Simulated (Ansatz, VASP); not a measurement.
**Two plane-wave programs on Fe**

```
Fe
1.0
     0.00000    2.51451    2.51451
     2.51451    0.00000    2.51451
     2.51451    2.51451    0.00000
Fe
2
Direct
  0.12500 0.12500 0.12500
  0.87500 0.87500 0.87500
```

The cell was built by a generator and needn't be a form met in nature.

Alike in both runs: task relaxation of cell and atoms; functional PBEsol; k mesh 11 × 11 × 11; occupations fermi-dirac, width 0.1 eV; no spin polarisation.

|  | VASP | Ansatz |
| --- | --- | --- |
| version | VASP 6.6.1 | Ansatz 0.2.0 |
| potentials or method | VASP PAW PBE potentials, release 64 (Fe) | plane waves (420 eV) with PAW, scalar-relativistic |
| plane-wave cutoff (eV) | 600 | 420 |
| valence electrons in the cell | 16 | 32 |

|  | VASP | Ansatz | Ansatz less VASP |
| --- | --- | --- | --- |
| relaxed volume (Å³/atom) | 13.74 | 13.88 | +0.146 |
| relaxed cell length with the largest relative difference (Å) | 3.387 | 3.399 | +0.0120 |
| energy change over the relaxation (meV/atom) | -139 | -124 | +15.1 |

The two sets of potentials don't hold the same shells in valence. Ansatz warned: «pseudo_functional_mismatch».

Caveats: the PAW data sets were made with another functional, which shifts forces and pressure a little (VASP); the run has no spin polarisation, though such a crystal can be magnetic. Spin polarisation is off, so any magnetic state and its effect on volume and gap are missing.
